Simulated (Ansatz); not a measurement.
# KCl: band gap under strain

Aim: follow the gap of KCl built on the rocksalt prototype through these states: +3.4 % biaxial strain in the (111) plane, free along [111]; -0.3 % equal strain in all directions; -1.1 % biaxial strain in x and y, z held. The table at the end shows which levels were run.

Program: Ansatz 0.2.0. PAW datasets, plane waves. Spin-unpolarised throughout; all numbers are computed.

### 1 The cell

The unstrained cell was relaxed with r2SCAN; in each strained cell the atoms were relaxed again with r2SCAN. Names of k-points are those of the unstrained zone, where strain can split equivalent points. First state: +3.4 % biaxial strain in the (111) plane, free along [111].

The symmetry is R-3m (No. 166, trigonal); conventional cell a = 4.596 Å, c = 10.501 Å, 32.02 Å³ an atom. Near K stand 6 Cl at 3.18 Å; near Cl stand 6 K at 3.18 Å.

Coordinates:

```
K Cl
1.0
    -0.14579    3.10441    3.10441
     3.10441   -0.14579    3.10441
     3.10441    3.10441   -0.14579
K Cl
1 1
Direct
  0.00000 0.00000 0.00000
  0.50000 0.50000 0.50000
```

### 2 +3.4 % biaxial strain in the (111) plane, free along [111]: PBE

The input, input.yaml:

```yaml
crystal:
  lattice:
    - [-0.1457939927, 3.1044067482, 3.1044067482]
    - [3.1044067482, -0.1457939927, 3.1044067482]
    - [3.1044067482, 3.1044067482, -0.1457939927]
  atoms:
    - { symbol: K, position: [0.0, 0.0, 0.0] }
    - { symbol: Cl, position: [0.5, 0.5, 0.5] }
kpoints:
  mp_grid: { grid: [8, 8, 8] }
  band_path:
    path:
      - [0.0, 0.0, 0.0]
      - [0.5, 0.0, 0.5]
      - [0.625, 0.25, 0.625]
      - [0.375, 0.375, 0.75]
      - [0.5, 0.5, 0.5]
      - [0.5, 0.25, 0.75]
    npoints: 1
hamiltonian:
  xc: pbe
scf:
  occupations: { method: fermi_dirac, width: 0.02 }
  n_extra_bands: 4
output:
  forces: true
  stress: true
  eigenvalues: true
```

Further steps of the session: +3.4 % biaxial strain in the (111) plane, free along [111]: r2SCAN; +3.4 % biaxial strain in the (111) plane, free along [111]: HSE06; -0.3 % equal strain in all directions: PBE; -0.3 % equal strain in all directions: r2SCAN; -0.3 % equal strain in all directions: HSE06; -1.1 % biaxial strain in x and y, z held: PBE; -1.1 % biaxial strain in x and y, z held: r2SCAN; -1.1 % biaxial strain in x and y, z held: HSE06.

Q: Predict the outcome of this session.

The runs gave:

Least gap in eV (negative: overlap):

```
                                                     state   PBE  r2SCAN  HSE06
+3.4 % biaxial strain in the (111) plane, free along [111]  4.99    5.63   6.30
                     -0.3 % equal strain in all directions  5.23    5.86   6.54
                  -1.1 % biaxial strain in x and y, z held  5.27    5.91   6.59
```

Where both were run, the HSE06 gap lies +1.30 to +1.32 eV from PBE's, each on its own k points. In PBE the gap is least under +3.4 % biaxial strain in the (111) plane, free along [111] (4.99 eV) and largest under -1.1 % biaxial strain in x and y, z held (5.27 eV).
